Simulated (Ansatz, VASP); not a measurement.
# Two plane-wave programs on Mg

File INCAR:

```
SYSTEM = Mg
  PREC = Accurate
  ENCUT = 520
  EDIFF = 1E-8
  ISMEAR = -1
  SIGMA = 0.05
  LREAL = .False.
  LASPH = .True.
  NELM = 80
  ALGO = Normal
  ISIF = 2
  LWAVE = .False.
  LCHARG = .False.
  GGA = CA
  LEFG = .True.
  NBANDS = 9
```

Contents of KPOINTS:

```
regular mesh
0
Gamma
  12 12 7
  0 0 0
```

Contents of POSCAR:

```
Mg
1.0
    3.2092715325      0.0000000000      0.0000000000
   -1.6046357662      2.7793106748      0.0000000000
    0.0000000000      0.0000000000      5.3145366000
Mg
2
Direct
    0.3333333333      0.6666666667      0.2500000000
    0.6666666667      0.3333333333      0.7500000000
```

Input for Ansatz:

```yaml
crystal:
  lattice:
    - [3.2092715325, 0.0, 0.0]
    - [-1.6046357662, 2.7793106748, 0.0]
    - [0.0, 0.0, 5.3145366]
  atoms:
    - { symbol: Mg, position: [0.3333333333, 0.6666666667, 0.25] }
    - { symbol: Mg, position: [0.6666666667, 0.3333333333, 0.75] }
kpoints:
  mp_grid: { grid: [12, 12, 7] }
scf:
  occupations: { method: fermi_dirac, width: 0.05 }
hamiltonian:
  xc: lda
  pseudopotentials: { kind: paw }
output:
  forces: true
  stress: true
  eigenvalues: true
  efg: { contact_densities: true }
```

Change from the starting cell: zz strain of +2 %, PAW files.

Alike in both runs: task electric field gradients; functional LDA; k mesh 12 × 12 × 7; occupations fermi-dirac, width 0.05 eV; no spin polarisation.

|  | VASP | Ansatz |
| --- | --- | --- |
| version | VASP 6.6.1 | Ansatz 0.2.0 |
| potentials or method | VASP PAW LDA potentials, release 64 (Mg) | PAW with Ansatz's default frozen-core files, scalar-relativistic |
| plane-wave cutoff (eV) | 520 | 420 |
| valence electrons in the cell | 4 | 20 |

```tsv
	VASP	Ansatz	Ansatz less VASP
pressure (GPa)	-3.4	-3.1	+0.31
largest component of the traceless stress (GPa)	1.27	1.26	-0.005
Vzz of the field gradient on the site that differs most (V/Å²)	2.1	2.0	-0.12
```

The two sets of potentials don't hold the same shells in valence.
